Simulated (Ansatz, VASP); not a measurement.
## Mo: VASP beside Ansatz

INCAR

```
SYSTEM = Mo
PREC = Accurate
ENCUT = 520
EDIFF = 1E-6
ISMEAR = -1
SIGMA = 0.1
LREAL = .False.
LASPH = .True.
NELM = 60
ALGO = Normal
ISIF = 2
LWAVE = .False.
LCHARG = .False.
GGA = PE
NBANDS = 13
```

KPOINTS

```
regular mesh
0
Gamma
  13 13 13
  0 0 0
```

POSCAR

```
Mo
1.0
   -1.5941202034      1.5941202034      1.5941202034
    1.5941202034     -1.5941202034      1.5941202034
    1.5941202034      1.5941202034     -1.5941202034
Mo
1
Direct
    0.0000000000      0.0000000000      0.0000000000
```

Input for Ansatz:

```yaml
crystal:
  lattice:
    - [-1.594120203361724, 1.594120203361724, 1.594120203361724]
    - [1.594120203361724, -1.594120203361724, 1.594120203361724]
    - [1.594120203361724, 1.594120203361724, -1.594120203361724]
  atoms:
    - { symbol: Mo, position: [0.0, 0.0, 0.0] }
basis:
  ecutwfc: 500.0
kpoints:
  mp_grid:
    grid: [13, 13, 13]
hamiltonian:
  xc: pbe
scf:
  occupations:
    method: fermi_dirac
    width: 0.1
output:
  stress: true
```

Alike in both runs: task single point; functional PBE; k mesh 13 × 13 × 13; occupations fermi-dirac, width 0.1 eV; no spin polarisation.

|  | VASP | Ansatz |
| --- | --- | --- |
| version | VASP 6.6.1 | Ansatz 0.2.0 |
| potentials or method | VASP PAW PBE potentials, release 64 (Mo_sv) | plane waves, PAW |
| plane-wave cutoff (eV) | 520 | 500 |
| valence electrons in the cell | 14 | 14 |

|  | VASP | Ansatz | Ansatz less VASP |
| --- | --- | --- | --- |
| pressure (GPa) | -6.0 | -6.5 | -0.46 |

The functional is the same, so the differences come from potentials, cutoffs and numerics.
